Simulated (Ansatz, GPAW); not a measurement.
# Geometry or basis: what sets the conductance of a Ga chain with two Ti atoms in line, part 3 of 4

Aim: the conductance of a Ga chain with two Ti atoms in line after relaxation, and whether geometry, basis or functional moves it most.

GPAW 26.7.0 and Ansatz 0.2.0; Ansatz plane waves; relaxation of the junction with the lead ends held; PAW set soft_1 (the session's first sound run).

So far, transmission at the Fermi level (one spin): step 3 (plane waves, PBE) 0.260. Also conductance of the perfect lead (G₀): step 3 3.00.

## (4) GPAW, dzp

Localised orbitals split the wire into layers that couple to their neighbours alone, which is what the Green's function method needs; double zeta with polarisation is the usual level for numbers.

This step: GPAW LCAO, PAW setups; Landauer transmission from Green's functions with principal layers (ASE), zero bias (GPAW 26.7.0).

run.py reads:

```python
import json
import numpy as np
from ase import Atoms
from ase.transport.calculators import TransportCalculator
from gpaw import GPAW, FermiDirac
from gpaw.lcao.tools import get_lcao_hamiltonian
from scipy.linalg import eigh

# The junction with lead layers at both ends, along the third cell vector
device = Atoms(
    ['Ga', 'Ga', 'Ga', 'Ga', 'Ga', 'Ga', 'Ti', 'Ti', 'Ga', 'Ga', 'Ga', 'Ga', 'Ga', 'Ga'],
    positions=[
        [4.50000, 4.50000, 1.27500],
        [4.50000, 4.50000, 3.82500],
        [4.50000, 4.50000, 6.37500],
        [4.50000, 4.50000, 8.92500],
        [5.41519, 4.23241, 11.29962],
        [4.61110, 4.37434, 13.77401],
        [4.61737, 4.29605, 16.63911],
        [4.52293, 4.26720, 18.51145],
        [4.48379, 4.33606, 21.37675],
        [3.89217, 3.76929, 23.84995],
        [4.50000, 4.50000, 26.22640],
        [4.50000, 4.50000, 28.77640],
        [4.50000, 4.50000, 31.32640],
        [4.50000, 4.50000, 33.87640]],
    cell=[[9.0, 0.0, 0.0], [0.0, 9.0, 0.0], [0.0, 0.0, 35.1514]],
    pbc=True)

# One principal layer of the lead: the first 3 atoms of the device
lead = Atoms(
    ['Ga', 'Ga', 'Ga'],
    positions=[
        [4.50000, 4.50000, 1.27500],
        [4.50000, 4.50000, 3.82500],
        [4.50000, 4.50000, 6.37500]],
    cell=[[9.0, 0.0, 0.0], [0.0, 9.0, 0.0], [0.0, 0.0, 7.65]],
    pbc=True)

settings = dict(mode='lcao', basis='dzp', xc='PBE', h=0.2,
                occupations=FermiDirac(0.1), maxiter=250,
                mixer=dict(beta=0.1, nmaxold=8, weight=100.0),
                convergence=dict(density=0.0001))
energies = np.arange(-2, 2 + 1e-9, 0.025)
eta = 0.0001
n1, n2 = 1, 1
# k and -k transmit alike, so half of the mesh across the current serves
mesh = [(i, j) for i in range(n1) for j in range(n2) if (i, j) <= (-i % n1, -j % n2)]
weights = np.array([1 if (i, j) == (-i % n1, -j % n2) else 2 for i, j in mesh]) / (n1 * n2)

# [... helper functions left out ...]
fermi_lead = ground_state(lead, (1, 1, 15), 'lead.txt')
fermi_device = ground_state(device, (1, 1, 2), 'device.txt')
# [... loop over the mesh left out, but for ...]
        # Shift the lead onto the potential of the device's first layer
        shift = ((H[:, 0, 0] - H0[:, 0, 0]) / S0[0, 0]).real.mean()
# [...]
kT = 8.617333e-5 * 300
bias = [0.1, 0.2, 0.5, 1.0, 1.5, 2.0]
# [... integrals and printing left out ...]
```

Command:

```
$ OMP_NUM_THREADS=1 OPENBLAS_NUM_THREADS=1 python run.py
```

Numbers of over 12 decimals in the logs are rounded to 6 here.

Log:

```text
basis functions: device 214, principal layer 39
Fermi level: lead -2.8498 eV, device -2.6631 eV; lead shifted by 0.0066 eV
largest coupling past the next layer 6.03e-05 eV, largest misfit of the first layer 0.073 eV
  E-E_F (eV)   T (one spin)  [channel counts left out]
    -2.000    2.6726e-02
    -1.975    2.7602e-02
    -1.950    2.8528e-02
    -1.925    2.9509e-02
    -1.900    3.0546e-02
    -1.875    3.1642e-02
    -1.850    3.2797e-02
    -1.825    3.4013e-02
    -1.800    3.5287e-02
    -1.775    3.6614e-02
    -1.750    3.7984e-02
    -1.725    3.9377e-02
    -1.700    4.0760e-02
    -1.675    4.2079e-02
    -1.650    4.3237e-02
    -1.625    4.4068e-02
[...]
1.825    1.2930e+00
     1.850    1.3063e+00
     1.875    1.3193e+00
     1.900    1.3200e+00
     1.925    1.3675e+00
     1.950    1.3798e+00
     1.975    1.3983e+00
     2.000    1.4190e+00
conductance at 300 K: 0.27792 G0 a cell; thermopower -0.6927 uV/K
current from the zero-bias T(E) at 0.1 V: 2.1457 uA
current from the zero-bias T(E) at 0.2 V: 4.2437 uA
current from the zero-bias T(E) at 0.5 V: 9.6723 uA
current from the zero-bias T(E) at 1.0 V: 28.012 uA
current from the zero-bias T(E) at 1.5 V: 45.097 uA
current from the zero-bias T(E) at 2.0 V: 53.422 uA
```

Elapsed: 82 s, on 1 thread of Arm Neoverse V2, shared host; peak memory 1.2 GiB.

This step gave:

| Property | Result |
| --- | --- |
| conductance | 0.2779 G₀ |
| largest coupling past the next principal layer | 6.03e-5 eV |
| largest misfit of the first principal layer | 0.07335 eV |
| shift that aligns the lead | 0.006621 eV |
| basis functions of the junction | 214 |
| basis functions of a principal layer | 39 |
| transmission at the Fermi level (one spin) | 0.2806 |

One spin. The transmission, zone mean by energy, zero at the Fermi level:

energy (eV), transmission, zone mean and a bar:
```
   -2.000       0.03 #
   -1.900       0.03 #
   -1.800       0.04 #
   -1.700       0.04 #
   -1.600       0.04 #
   -1.500       0.01 
   -1.425       0.51 ###########
   -1.400       0.31 #######
   -1.300       0.35 #######
   -1.200       0.85 ##################
   -1.175       0.99 #####################
   -1.100       0.10 ##
   -1.000       0.00 
   -0.900       0.06 #
   -0.800       0.19 ####
   -0.700       0.45 #########
   -0.600       0.85 ##################
   -0.525       1.00 #####################
   -0.500       0.99 #####################
   -0.400       0.97 #####################
   -0.300       0.45 #########
   -0.200       0.19 ####
   -0.100       0.27 ######
    0.000       0.28 ######
    0.100       0.27 ######
    0.200       0.24 #####
    0.300       0.20 ####
    0.400       0.18 ####
    0.500       0.16 ###
    0.600       0.17 ###
    0.700       0.20 ####
    0.800       0.25 #####
    0.900       0.33 #######
    1.000       0.43 #########
    1.100       0.57 ############
    1.200       0.72 ###############
    1.300       0.88 ###################
    1.400       1.01 #####################
    1.500       1.11 ########################
    1.600       1.18 #########################
    1.700       1.23 ##########################
    1.800       1.28 ###########################
    1.900       1.32 ############################
    2.000       1.42 ##############################
```

Not self-consistent under bias; the bias window is split evenly. The current through one cell, from the zero-bias transmission by bias:

```csv
bias (V),"current through one cell, from the zero-bias transmission (μA)"
0.100,2.15
0.200,4.24
0.500,9.67
1.000,28.0
1.500,45.1
2.000,53.4
```

Table of transmission of the three most open eigenchannels by energy, zero at the Fermi level:

```csv
energy (eV),channel 1,channel 2,channel 3
-2.000,0.0267,0,0
-1.800,0.0353,0,0
-1.600,0.0443,0,0
-1.400,0.311,0,0
-1.200,0.852,0,0
-1.000,0.00256,0,0
-0.800,0.186,0,0
-0.600,0.849,0,0
-0.400,0.971,0,0
-0.200,0.183,0.00849,0.00191
0.000,0.250,0.0247,0.00558
0.200,0.208,0.0242,0.00472
0.400,0.151,0.0136,0.0111
0.600,0.160,0.00379,0.00297
0.800,0.248,7.5e-5,3.1e-5
1.000,0.424,0.00568,0.00450
1.200,0.683,0.0205,0.0188
1.400,0.918,0.0474,0.0473
1.600,0.999,0.0946,0.0891
1.800,0.973,0.163,0.144
2.000,0.949,0.258,0.212
```

At the Fermi level T is 0.281 against 0.260 in plane waves. Couplings past the next layer reach 6.0e-5 eV, small enough to drop; the matrix elements of the cell's first layer differ from the bulk lead's by up to 0.073 eV. That layer keeps its own values in the calculation, and only beyond it is the lead taken as perfect. The Fermi levels of lead and junction count from different zeros of potential, one for each periodic cell; with both set to zero, the small remaining shift is what aligns them. By hand: G = 0.2779 × 77.48 μS = 21.5 μS, a resistance of 46.4 kΩ; at 0.1 V a linear junction would pass 2.15 μA, and the integral over the bias window gives 2.15 μA.

## (5) Single-zeta polarised basis

The second zeta is dropped, the polarisation orbitals stay.

Changes to run.py since step 4:

```diff
@@ -39,3 +39,3 @@
 
-settings = dict(mode='lcao', basis='dzp', xc='PBE', h=0.2,
+settings = dict(mode='lcao', basis='szp(dzp)', xc='PBE', h=0.2,
                 occupations=FermiDirac(0.1), maxiter=250,
```

Log:

```text
basis functions: device 140, principal layer 27
Fermi level: lead -3.1746 eV, device -2.8920 eV; lead shifted by 0.0068 eV
largest coupling past the next layer 5.81e-05 eV, largest misfit of the first layer 0.072 eV
  E-E_F (eV)   T (one spin)  channels
    -2.000    2.1389e-02    1.0000
    -1.975    2.1470e-02    1.0000
    -1.950    2.1475e-02    1.0000
[...]
1.975    1.5181e+00    3.0000
     2.000    1.5436e+00    3.0000
conductance at 300 K: 0.26654 G0 a cell; thermopower -0.5055 uV/K
current from the zero-bias T(E) at 0.1 V: 2.0557 uA
current from the zero-bias T(E) at 0.2 V: 4.0536 uA
current from the zero-bias T(E) at 0.5 V: 9.3116 uA
current from the zero-bias T(E) at 1.0 V: 28.254 uA
current from the zero-bias T(E) at 1.5 V: 45.338 uA
current from the zero-bias T(E) at 2.0 V: 54.587 uA
```

It took 72 s on 1 thread; peak memory 1.2 GiB.

Numbers from this step:

```
conductance                                    : 0.2665 G₀
largest coupling past the next principal layer : 5.81e-5 eV
largest misfit of the first principal layer    : 0.07210 eV
shift that aligns the lead                     : 0.006840 eV
basis functions of the junction                : 140
basis functions of a principal layer           : 27
transmission at the Fermi level (one spin)     : 0.2698
```

One spin. The transmission, zone mean by energy, zero at the Fermi level:

```csv
energy (eV),"transmission, zone mean"
-2.000,0.0214
-1.900,0.0212
-1.800,0.0179
-1.700,0.00527
-1.600,8.4e-9
-1.500,3.8e-8
-1.400,0.871
-1.300,0.776
-1.200,0.990
-1.100,0.0585
-1.000,0.00692
-0.900,0.0785
-0.800,0.215
-0.700,0.460
-0.600,0.811
-0.500,0.996
-0.475,0.997
-0.400,0.990
-0.300,0.610
-0.200,0.159
-0.100,0.254
0.000,0.270
0.100,0.257
0.200,0.289
0.300,0.188
0.400,0.165
0.500,0.158
0.600,0.173
0.700,0.211
0.800,0.272
0.900,0.358
1.000,0.472
1.100,0.610
1.200,0.765
1.300,0.919
1.400,1.05
1.500,1.16
1.600,1.24
1.700,1.30
1.800,1.37
1.900,1.45
2.000,1.54
```

The conductance, 0.267 G₀, lies 4.1 % below that of the dzp run.

## (6) Minimal basis

One function for each valence shell of the setup, as for a first survey of a large system.

Changes to run.py since step 5:

```diff
@@ -39,3 +39,3 @@
 
-settings = dict(mode='lcao', basis='szp(dzp)', xc='PBE', h=0.2,
+settings = dict(mode='lcao', basis='sz(dzp)', xc='PBE', h=0.2,
                 occupations=FermiDirac(0.1), maxiter=250,
```

Log:

```text
basis functions: device 74, principal layer 12
Fermi level: lead -3.2329 eV, device -2.9421 eV; lead shifted by 0.0070 eV
largest coupling past the next layer 5.75e-05 eV, largest misfit of the first layer 0.055 eV
  E-E_F (eV)   T (one spin)  [channel counts left out]
    -2.000    2.5229e-02
    -1.975    2.5250e-02
    -1.950    2.5131e-02
[...]
1.975    1.6790e+00
     2.000    1.7082e+00
conductance at 300 K: 0.25382 G0 a cell; thermopower -0.2966 uV/K
current from the zero-bias T(E) at 0.1 V: 1.957 uA
current from the zero-bias T(E) at 0.2 V: 3.855 uA
current from the zero-bias T(E) at 0.5 V: 8.7816 uA
current from the zero-bias T(E) at 1.0 V: 26.94 uA
current from the zero-bias T(E) at 1.5 V: 43.192 uA
current from the zero-bias T(E) at 2.0 V: 52.282 uA
```

Run time: 47 s. Hardware: 1 thread; peak memory 1.1 GiB.

Numbers from this step:

```
conductance                                    : 0.2538 G₀
largest coupling past the next principal layer : 5.75e-5 eV
largest misfit of the first principal layer    : 0.05473 eV
shift that aligns the lead                     : 0.006970 eV
basis functions of the junction                : 74
basis functions of a principal layer           : 12
transmission at the Fermi level (one spin)     : 0.2572
```

The conductance, 0.254 G₀, lies 8.7 % below that of the dzp run.

## (7) RPBE in the dzp basis: xc = "RPBE"

Back in the dzp basis, the functional changes from PBE to RPBE, to set the spread between functionals beside that between bases.

Changes to run.py since step 6:

```diff
@@ -39,3 +39,3 @@
 
-settings = dict(mode='lcao', basis='sz(dzp)', xc='PBE', h=0.2,
+settings = dict(mode='lcao', basis='dzp', xc='RPBE', h=0.2,
                 occupations=FermiDirac(0.1), maxiter=250,
```

Log:

```text
basis functions: device 214, principal layer 39
Fermi level: lead -2.7535 eV, device -2.5640 eV; lead shifted by 0.0073 eV
largest coupling past the next layer 6.04e-05 eV, largest misfit of the first layer 0.076 eV
  E-E_F (eV)   T (one spin)  [channel counts left out]
    -2.000    2.8674e-02
    -1.975    2.9727e-02
    -1.950    3.0856e-02
[...]
1.975    1.3763e+00
     2.000    1.3959e+00
conductance at 300 K: 0.26539 G0 a cell; thermopower -0.373 uV/K
current from the zero-bias T(E) at 0.1 V: 2.0493 uA
current from the zero-bias T(E) at 0.2 V: 4.0549 uA
current from the zero-bias T(E) at 0.5 V: 9.2424 uA
current from the zero-bias T(E) at 1.0 V: 27.167 uA
current from the zero-bias T(E) at 1.5 V: 44.334 uA
current from the zero-bias T(E) at 2.0 V: 52.642 uA
```

The job ended after 91 s (1 thread; peak memory 1.2 GiB).

Numbers from this step:

```
conductance                                    : 0.2654 G₀
largest coupling past the next principal layer : 6.04e-5 eV
largest misfit of the first principal layer    : 0.07585 eV
shift that aligns the lead                     : 0.007339 eV
basis functions of the junction                : 214
basis functions of a principal layer           : 39
transmission at the Fermi level (one spin)     : 0.2678
```

One spin. Transmission, zone mean against energy, zero at the Fermi level:

```csv
energy (eV),"transmission, zone mean"
-2.000,0.0287
-1.800,0.0398
-1.600,0.0627
-1.400,0.108
-1.200,0.425
-1.150,0.947
-1.000,1.3e-4
-0.800,0.183
-0.600,0.867
-0.525,0.998
-0.400,0.972
-0.200,0.188
0.000,0.268
0.200,0.235
0.400,0.168
0.600,0.162
0.800,0.246
1.000,0.440
1.200,0.743
1.400,1.04
1.600,1.19
1.800,1.27
2.000,1.40
```

The conductance, 0.265 G₀, lies 4.5 % below that of the dzp run.

## (8) The structure as built: geometry = "as built"

The dzp basis with PBE on the structure as first built shows what the relaxation was worth.

Changes to run.py since step 7:

```diff
@@ -16,8 +16,8 @@
         [4.50000, 4.50000, 8.92500],
-        [5.41519, 4.23241, 11.29962],
-        [4.61110, 4.37434, 13.77401],
-        [4.61737, 4.29605, 16.63911],
-        [4.52293, 4.26720, 18.51145],
-        [4.48379, 4.33606, 21.37675],
-        [3.89217, 3.76929, 23.84995],
+        [4.50000, 4.50000, 11.47500],
+        [4.50000, 4.50000, 14.02500],
+        [4.50000, 4.50000, 16.42570],
+        [4.50000, 4.50000, 18.72570],
+        [4.50000, 4.50000, 21.12640],
+        [4.50000, 4.50000, 23.67640],
         [4.50000, 4.50000, 26.22640],
@@ -39,3 +39,3 @@
 
-settings = dict(mode='lcao', basis='dzp', xc='RPBE', h=0.2,
+settings = dict(mode='lcao', basis='dzp', xc='PBE', h=0.2,
                 occupations=FermiDirac(0.1), maxiter=250,
```

Log:

```text
basis functions: device 214, principal layer 39
Fermi level: lead -2.8498 eV, device -2.7565 eV; lead shifted by 0.0023 eV
largest coupling past the next layer 6.03e-05 eV, largest misfit of the first layer 0.010 eV
  E-E_F (eV)   T (one spin)  [channel counts left out]
    -2.000    1.7897e-01
    -1.975    1.8187e-01
    -1.950    1.8475e-01
[...]
1.975    6.3642e-01
     2.000    6.3059e-01
conductance at 300 K: 2.5413 G0 a cell; thermopower -4.737 uV/K
current from the zero-bias T(E) at 0.1 V: 19.651 uA
current from the zero-bias T(E) at 0.2 V: 39.047 uA
current from the zero-bias T(E) at 0.5 V: 89.697 uA
current from the zero-bias T(E) at 1.0 V: 148.15 uA
current from the zero-bias T(E) at 1.5 V: 206.31 uA
current from the zero-bias T(E) at 2.0 V: 251.04 uA
```

Elapsed: 76 s, on 1 thread; peak memory 1.2 GiB.

This step gave:

* conductance: 2.541 G₀
* thermopower: -4.737 μV/K
* largest coupling past the next principal layer: 6.03e-5 eV
* largest misfit of the first principal layer: 0.01049 eV
* shift that aligns the lead: 0.002342 eV
* transmission at the Fermi level (one spin): 2.554

The conductance, 2.54 G₀, lies a factor of 9.1 above that of the dzp run.

## (9) The ladder

Times are wall times on the hardware named with each run. The series side by side:

```csv
no.,run,conductance (G₀),time,memory (GiB)
1,pw PBE,0.2586,2.3 min,3.6
2,dzp,0.2779,82 s,1.2
3,szp,0.2665,72 s,1.2
4,sz,0.2538,47 s,1.1
5,dzp RPBE,0.2654,91 s,1.2
6,asbuilt,2.541,76 s,1.2
```

## (10) Comparison

The curves are compared point by point over the common energies.

This step: comparison of transmission and cost over codes, levels and geometry; PAW set soft_1 (GPAW 26.7.0).

Ladder, by row:

```csv
step,code,T at the Fermi level (sum over the listed spins),conductance (G0),r.m.s. T(E) from the first,wall time (s),peak memory (GiB),threads
pw-pbe,Ansatz,0.2604,0.2586,0,137.4,3.595,4
dzp,GPAW,0.2806,0.2779,0.1717,81.75,1.18,1
szp,GPAW,0.2698,0.2665,0.2169,72.49,1.16,1
sz,GPAW,0.2572,0.2538,0.2681,47.4,1.07,1
dzp-RPBE,GPAW,0.2678,0.2654,0.1432,91.12,1.18,1
asbuilt,GPAW,2.554,2.541,1.199,75.64,1.19,1
```

Transmission, zone mean, sum over the listed spins against energy, zero at the Fermi level:

```csv
energy (eV),pw-pbe,dzp,szp,sz,dzp-RPBE,asbuilt
-2.000,0.0200,0.0267,0.0214,0.0252,0.0287,0.179
-1.800,0.0244,0.0353,0.0179,0.0173,0.0398,0.200
-1.600,0.0244,0.0443,8.4e-9,2.0e-8,0.0627,0.189
-1.400,0.347,0.311,0.871,0.877,0.108,0.684
-1.325,0.206,0.309,0.731,0.997,0.168,0.517
-1.200,0.303,0.852,0.990,0.149,0.425,0.508
-1.175,0.357,0.990,0.247,0.00122,0.0109,0.514
-1.050,0.985,0.00888,0.00270,0.00742,0.0333,0.565
-1.000,0.204,0.00256,0.00692,0.0266,1.3e-4,0.592
-0.800,0.0912,0.186,0.215,0.216,0.183,0.738
-0.600,0.737,0.849,0.811,0.770,0.867,0.946
-0.525,0.983,0.997,0.979,0.954,0.998,0.999
-0.500,1.000,0.994,0.996,0.982,0.989,0.987
-0.475,0.993,0.979,0.997,0.994,0.972,0.942
-0.425,0.971,0.959,0.988,0.998,0.955,0.680
-0.400,0.978,0.971,0.990,0.997,0.972,0.459
-0.200,0.183,0.194,0.159,0.153,0.188,1.75
0.000,0.260,0.281,0.270,0.257,0.268,2.55
0.150,0.277,0.263,0.245,0.230,0.250,2.69
0.200,0.228,0.237,0.289,0.242,0.235,2.69
0.400,0.180,0.176,0.165,0.146,0.168,2.54
0.600,0.159,0.167,0.173,0.156,0.162,2.16
0.800,0.207,0.248,0.272,0.256,0.246,1.75
1.000,0.344,0.434,0.472,0.454,0.440,1.43
1.200,0.584,0.723,0.765,0.755,0.743,1.21
1.400,0.873,1.01,1.05,1.08,1.04,1.10
1.600,1.08,1.18,1.24,1.32,1.19,0.518
1.800,1.17,1.28,1.37,1.49,1.27,0.674
2.000,1.24,1.42,1.54,1.71,1.40,0.631
```

(Continued in part 4 of 4.)

[Logs are printed without paths, hosts, clocks, repeated set-up lines and the standing remarks that a program may print on its own settings, such as how far it seeks lower states.]

[Hosts, paths, dates, database ids (printed as entryN), source tags and the programs' standing remarks are cut or masked in the printed files.]
